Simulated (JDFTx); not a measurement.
Crystal: Pd.

```
CELL_PARAMETERS angstrom
0.00000 1.94650 1.94650
1.94650 0.00000 1.94650
1.94650 1.94650 0.00000
ATOMIC_POSITIONS crystal
Pd 0.00000 0.00000 0.00000
```

```yaml
Program: JDFTx 1.7.0 (patched build)
Task: relaxation of cell and atoms
Functional: PBE
Potentials_or_basis: SG15-PBE-1.2 with smoothed tails
Cutoff: 1088 eV
Density_cutoff: 4354 eV
k_mesh: 6 × 6 × 6
Occupations: fermi-dirac, width 0.05 eV
Spin: no spin polarisation
```

At the start: pressure 5.7 GPa; volume 14.75 Å³/atom.

Question: Where does the relaxation end?

Answer: Over 6 steps the energy falls by 7.7 meV/atom and the volume is 15.20 Å³/atom (+3.0 %); space group Fm-3m (No. 225, to 0.05 Å).

Step by step:
```
step  energy change (eV)  largest force (eV/Å)  pressure (GPa)  volume (Å³)
   1              0.0000                0.0000            5.69        14.75
   2             -0.0036                0.0000            4.07        14.87
   3             -0.0077                0.0000            0.35        15.17
   4             -0.0077                0.0000            0.05        15.19
   5             -0.0077                0.0000            0.00        15.20
   6             -0.0077                0.0000            0.00        15.20
```

Final structure:
```
Pd
1.0
     0.00000    1.96601    1.96601
     1.96601    0.00000    1.96601
     1.96601    1.96601    0.00000
Pd
1
Direct
  0.00000 0.00000 0.00000
```

Caveat: the k mesh is coarse (spacing up to 0.47 Å⁻¹), so the values aren't converged.
